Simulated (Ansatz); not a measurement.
# InSb: the cost of one run

Method: DFT PBE, scalar-relativistic, plane waves, PAW, in Ansatz 0.2.0.

## Step 1: The starting structure

The structure is cubic, space group Fm-3m (No. 225). The conventional cell has a = 6.150 Å, b = 6.150 Å, c = 6.150 Å, α = 90.00°, β = 90.00°, γ = 90.00°. Around In (site symmetry m-3m) lie 6 Sb at 3.08 Å. Around Sb (site symmetry m-3m) lie 6 In at 3.08 Å.

Coordinates:

```
In Sb
1.0
     0.00000    3.07518    3.07518
     3.07518    0.00000    3.07518
     3.07518    3.07518    0.00000
In Sb
1 1
Direct
  0.00000 0.00000 0.00000
  0.50000 0.50000 0.50000
```

It goes back to an entry of the Materials Project, which need not be the stable form.

## Step 2: What is varied

The energy is mapped over two homogeneous strains (x along [1 0 0], y along [0 1 0], z along [0 0 1] of the conventional cell).

The axes are (1) strain +e along x and -e along y: 7 values from −11.0 %; (2) strain +e along z and -e/2 along x and y: 7 values from −15 to 15 %.

Nothing else is relaxed (symmetry fixes all fractional coordinates). Energies count from the relaxed crystal. Points are written as (first, second).

## Step 3: Grid point (−3.7 %, −15 %)

input.yaml

```yaml
crystal:
  lattice:
    - [0.0, 3.4186818281, 2.6139062282]
    - [3.1929633374, 0.0, 2.6139062282]
    - [3.1929633374, 3.4186818281, 0.0]
  atoms:
    - { symbol: In, position: [0.0, 0.0, 0.0] }
    - { symbol: Sb, position: [0.5, 0.5, 0.5] }
basis:
  ecutwfc: 420
kpoints:
  mp_grid: { grid: [12, 12, 12] }
hamiltonian:
  xc: pbe
  pseudopotentials: { kind: paw, azcp: { folder: soft_1 } }
scf:
  occupations: { method: gaussian, width: 0.15 }
output:
  forces: true
  stress: true
  eigenvalues: true
```

Started as:

```
$ ansatz run input.yaml --threads 1 --pin off --max-ram 2048MiB --backend cpu --events-out ev --progress --plain --runs-dir out
```

**Question.** How long does this run take on 1 thread of Arm Neoverse N1, shared host, and how much memory does it need?

About 25 s, with a peak of 0.49 GiB.
